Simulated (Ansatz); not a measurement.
# HfS2: properties at the relaxed cell

One table from this session's results is given with a row withheld; the runs are named, their logs left out.

Computed with Ansatz 0.2.0 (DFT PBEsol, scalar-relativistic, plane waves, PAW, unless a step's input says otherwise).

1 further run of the same task is left out (set aside as unsound or not needed).

## Starting point

The structure is trigonal, space group P-3m1 (No. 164). The conventional cell has a = 3.593 Å, b = 3.593 Å, c = 5.946 Å, α = 90.00°, β = 90.00°, γ = 120.00°. Hf (site symmetry -3m) is surrounded by 6 S at 2.53 Å. Around S (site symmetry 3m) lie 3 Hf at 2.53 Å.

As a file:

```
Hf S
1.0
     3.59283    0.00000    0.00000
    -1.79641    3.11148    0.00000
     0.00000    0.00000    5.94589
Hf S
1 2
Direct
  0.00000 0.00000 0.00000
  0.66667 0.33333 0.75625
  0.33333 0.66667 0.24375
```

It goes back to an entry of the Materials Project.

This cell was relaxed beforehand with the same method: volume 22.16 Å³/atom, gap on the mesh 0.96 eV.

Set-up of the first run:

input.yaml reads:

```yaml
crystal:
  lattice:
    - [3.5565331549, 0.0, 0.0]
    - [-1.7782665775, 3.0800480616, 0.0]
    - [0.0, 0.0, 5.8858290646]
  atoms:
    - { symbol: Hf, position: [0.0, 0.0, 0.0] }
    - { symbol: S, position: [0.6666666667, 0.3333333333, 0.7562479917] }
    - { symbol: S, position: [0.3333333333, 0.6666666667, 0.2437520083] }
basis:
  ecutwfc: 420
kpoints:
  mp_grid: { grid: [9, 9, 6] }
hamiltonian:
  xc: pbesol
scf:
  occupations: { method: gaussian, width: 0.02 }
output:
  forces: true
  stress: true
  eigenvalues: true
  write_density: true
  write_potential: true
  elf: true
  volumetric_format: npy
relax:
  adjacent_minimum: "off"
  f_tol: 0.01
  max_steps: 30
  cell: { stress_tol: 0.1, fix: [volume] }
```

Run with:

```console
> ansatz run input.yaml --threads 2 --pin off --max-ram 5120MiB --backend cpu --events-out ev --progress --plain --runs-dir out
```

Among the steps run: Volume × 0.97; Volume × 1.03; Volume × 0.94; The cell scaled to 1.06 of its volume; Point at V/V0 = 0.91; The cell scaled to 1.10 of its volume; Point at V/V0 = 0.88.

One table of the session follows, with a row left open; its other results are not shown here.

It belongs to the step «Equation of state». 

```
volume (Å³/atom)  energy above the lowest point (meV/atom)  pressure (GPa)  gap on the mesh (eV)
          19.498                                      31.4            4.93                  0.27
          20.162                                      15.0            3.04                  0.46
          20.827                                       5.6            1.62                  0.65
          21.492                                         ?               ?                     ?
          22.156                                       0.0            0.00                  0.96
          22.821                                       0.8           -0.34                  1.00
          23.486                                       2.4           -0.60                  1.04
          24.372                                       4.9           -0.49                  1.06
```

Q: Estimate the row for volume (Å³/atom) = 21.492 from the others.

Worked estimate for «energy above the lowest point (meV/atom)». A straight line through the neighbours (20.827, 5.6) and (22.156, 0.0) gives 5.6 + (0.0 − 5.6) × (21.492 − 20.827) / (22.156 − 20.827) = 2.8; a parabola fitted to 4 rows on both sides gives 1.1.

**Answer.** energy above the lowest point (meV/atom): 1.2; pressure (GPa): 0.62; gap on the mesh (eV): 0.83. In «energy above the lowest point (meV/atom)» the line misses by +1.6 and the parabola by -0.1.

Caveats from the session: Layers here are held mostly by dispersion, which this level lacks, so their spacing and the stiffness across them are unreliable there.
